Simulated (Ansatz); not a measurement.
Runs of Ansatz 0.2.0 on ZrC. Symmetry: Fm-3m, No. 225, cubic system. Conventional cell: a = 4.730 Å, b = 4.730 Å, c = 4.730 Å, α = 90.00°, β = 90.00°, γ = 90.00°. Around Zr (site symmetry m-3m) lie 6 C at 2.36 to 2.37 Å. C (site symmetry m-3m) is surrounded by 6 Zr at 2.36 to 2.37 Å. 

```tsv
task	level	potentials or basis	spin	U	cell	k mesh	cutoff (eV)	smearing	start of the occupations	double counting	hubbard projectors	basis xc grid	basis error allowed	other keys	gap on the mesh (eV)	pressure (GPa)	moment (μB)
atomic charges	revPBE+D3(BJ)+ATM+U	all-electron LAPW, relativistic spinors	SOC, no magnetisation	Zr d U = 1 eV	as given	8 × 8 × 8	279	cold 0.1 eV	auto	amf	ortho-atomic	-	0.0005 eV/atom	-	none	-9.0	-
relaxation of the atoms	LDA	all-electron LAPW, relativistic spinors	SOC, no magnetisation	-	atoms relaxed from: atoms moved at random, drawn with an rms of 0.1 Å	8 × 8 × 8	-	gaussian 0.1 eV	-	-	-	-	0.001 eV/atom	-	-	-12.5	-
single point	PBE	all-electron LAPW, scalar-relativistic	off	-	as given	7 × 7 × 7	223	fermi-dirac 0.03 eV	-	-	-	-	0.003 eV/atom	-	none	(a)	-
density of states	LDA	all-electron LAPW, relativistic spinors	non-collinear, ferromagnetic start, SOC	-	as given	8 × 8 × 8	278	gaussian 0.01 eV	-	-	-	-	0.0005 eV/atom	-	-	-12.4	0.00
relaxation of cell and atoms	r2SCAN+D4	all-electron PAW datasets made for the crystal	collinear, ferromagnetic start	-	relaxed	10 × 10 × 10	-	fermi-dirac 0.025 eV	-	-	-	-	-	-	-	0.0	0.00
density of states	LDA+U	all-electron LAPW, point nuclei	off	Zr d U = 1 eV	as given	10 × 10 × 10	233	fermi-dirac 0.05 eV	auto	fll	atomic	4	0.002 eV/atom	basis.xc_grid = 4	none	-12.6	-
```

Question: Estimate the missing entries.

Answer: (a) -2.9.

Caveats: U is the effective U less J, on atomic orbitals that reach past the spheres (some runs); U without spin polarisation on a metal has little footing (some runs); the U is typed as a test and isn't derived for this compound (some runs); the starting moments weren't kept (some runs); pairwise dispersion overbinds metals, which lowers pressure and volume (some runs); the k mesh is thin for a metal, which can move the energy by tens of meV per atom (some runs); the program listed the state as in doubt (some runs).

A k mesh can miss the band edges, and rows without SOC leave out spin-orbit coupling on Zr.

A gap of «none» marks a metal or a gap under the smearing width.

The runs don't all hold the same shells in valence.
